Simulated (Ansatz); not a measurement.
Runs of Ansatz 0.2.0 on CuO (Tenorite). It takes space group C2/c (No. 15, monoclinic). Conventional cell: a = 4.684 Å, b = 3.423 Å, c = 5.129 Å, α = 90.00°, β = 99.54°, γ = 90.00°. Cu (site symmetry -1) has 4 O at 1.95 to 1.96 Å as nearest neighbours. O (site symmetry 2) is surrounded by 4 Cu at 1.95 to 1.96 Å. 

```csv
task,level,potentials or basis,cutoff (eV),basis error allowed,pressure (GPa),largest force (eV/Å)
band structure,PBEsol,all-electron PAW datasets made for the crystal,480,-,-2.7,0.36
band structure,PBEsol,"all-electron LAPW, inner shells corrected to Dirac's equation",406,0.002 eV/atom,-2.7,0.36
single point,PBEsol,"all-electron LAPW, scalar-relativistic",439,0.001 eV/atom,-2.7,0.36
band structure,PBE,"all-electron LAPW, scalar-relativistic",406,0.002 eV/atom,(a),0.26
```

Alike in all rows: no spin polarisation; cell as given; k mesh 10 × 10 × 5; smearing fermi-dirac 0.05 eV.

**Question.** Estimate the missing entries.

**Answer.** (a) 5.7.

Caveats: the run has no spin polarisation, though such a crystal can be magnetic.

Not every run made on this cell is shown here.
